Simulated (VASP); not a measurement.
A run of VASP 6.6.1 is set up as follows.

Contents of INCAR:

```
ALGO = Normal
EDIFF = 1E-6
ENCUT = 600
GGA_COMPAT = F
ISIF = 2
ISMEAR = -5
LASPH = T
LCHARG = F
LDAU = T
LDAUJ = 0 0
LDAUL = 2 -1
LDAUPRINT = 1
LDAUTYPE = 2
LDAUU = 1 0
LMAXMIX = 4
LMIXTAU = T
LORBIT = 11
LREAL = F
LSORBIT = T
LWAVE = F
MAGMOM = 0 0 0 0 0 0
METAGGA = R2SCAN
NEDOS = 1001
NELM = 60
PREC = Accurate
SIGMA = 0.05
```

Contents of KPOINTS:

```
k-points
0
Gamma
  7 7 7
```

The input POSCAR:

```
ZrC
1.0
    0.0000000000      2.3650000000      2.3650000000
    2.3650000000      0.0000000000      2.3650000000
    2.3650000000      2.3650000000      0.0000000000
Zr C
1 1
Cartesian
    2.3650000000      2.3650000000      2.3650000000
    0.0000000000      0.0000000000      0.0000000000
```

Potentials or basis: VASP PAW PBE potentials, release 64 (Zr_sv_GW, C_GW).

Command:

```sh
$ cat potpaw_PBE.64/Zr_sv_GW/POTCAR potpaw_PBE.64/C_GW/POTCAR > POTCAR
$ mpirun -np 1 vasp_ncl > vasp.out
```

(1) Predict the pressure.

## Answers

(1) -1.9 GPa.

Caveat: the PAW data sets were made with another functional, which shifts forces and pressure a little; the U is typed as a test and isn't derived for this compound.
